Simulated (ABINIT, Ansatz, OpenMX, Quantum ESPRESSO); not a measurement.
# TaS2: programs and potentials compared

```xyz
6
Lattice="3.3500 0.0000 0.0000 -1.6750 2.9012 0.0000 0.0000 0.0000 23.7900" Properties=species:S:1:pos:R:3 pbc="T T T"
S     1.6750    0.9671    7.5000
Ta    0.0000    0.0000    8.9650
S     0.0000    1.9341   10.4300
S     1.6750    0.9671   13.3600
Ta    0.0000    0.0000   14.8250
S     0.0000    1.9341   16.2900
```

Alike in all runs: functional PBE; k mesh 9 × 9 × 1; occupations fermi-dirac, width 0.05 eV; no spin polarisation; no spin-orbit coupling.

```json
{"program and potentials": "Ansatz, Ansatz PAW", "plane-wave cutoff (eV)": "420", "notes": "-", "largest force (eV/Å)": "1.369"}
{"program and potentials": "ABINIT, JTH PAW PBE v2.0", "plane-wave cutoff (eV)": "544", "notes": "-", "largest force (eV/Å)": "1.367"}
{"program and potentials": "OpenMX, OpenMX 2013 PBE set, S7.0-s2p2d1f1, Ta7.0-s3p2d2f1, grid cutoff 400 Ry", "plane-wave cutoff (eV)": "-", "notes": "atomic basis", "largest force (eV/Å)": "1.494"}
{"program and potentials": "Quantum ESPRESSO, PseudoDojo 0.4.1 SR PBE standard", "plane-wave cutoff (eV)": "789", "notes": "-", "largest force (eV/Å)": "1.353"}
```

Force on atom 6 (S), eV/Å:

```csv
program and potentials,x,y,z
"Ansatz, Ansatz PAW",0.000,0.000,1.369
"ABINIT, JTH PAW PBE v2.0",0.000,0.000,1.367
"OpenMX, OpenMX 2013 PBE set, S7.0-s2p2d1f1, Ta7.0-s3p2d2f1, grid cutoff 400 Ry",0.002,-0.004,1.494
"Quantum ESPRESSO, PseudoDojo 0.4.1 SR PBE standard",0.000,0.000,1.353
```

The atoms of the given cell lie far from their minimum at this level. Rows in atomic bases carry the error of their basis and grid, which can be large.

Differences between rows come from potentials, basis sets and numerical settings, since the functional is the same but for its coding. Runs on potential files found faulty are left out.
